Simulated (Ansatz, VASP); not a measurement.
SrO in VASP and in Ansatz

```
CELL_PARAMETERS angstrom
0.00000 2.60007 2.60007
2.60007 0.00000 2.60007
2.60007 2.60007 0.00000
ATOMIC_POSITIONS crystal
Sr 0.50000 0.50000 0.50000
O 0.00000 0.00000 0.00000
```

Alike in both runs: task single point; functional PBE; k mesh 9 × 9 × 9; occupations fermi-dirac, width 0.05 eV; non-collinear spin, spin-orbit coupling.

```csv
,VASP,Ansatz
version,VASP 6.6.1,Ansatz 0.2.0
potentials or method,"VASP PAW PBE potentials, release 64 (Sr_sv, O)",Ansatz PAW
plane-wave cutoff (eV),520,420
valence electrons in the cell,16,16
```

Ansatz gave:

| Property | Result |
| --- | --- |
| gap on the k mesh at the Fermi level (eV) | 3.36 |
| least direct gap on the mesh (eV) | 3.45 |
| pressure (GPa) | -0.3 |
| net moment per atom (μB) | 0.00 |

Problem. Estimate VASP's values.

Solution. gap on the k mesh at the Fermi level (eV): 3.32; least direct gap on the mesh (eV): 3.42; pressure (GPa): 0.2; net moment per atom (μB): 0.00.

Caveats: odd divisions of the mesh miss points on the zone boundary, where band edges often lie, so the gap on the mesh can be too wide (Ansatz); the pressure holds a Pulay correction of +0.3 GPa for the finite cutoff (Ansatz).
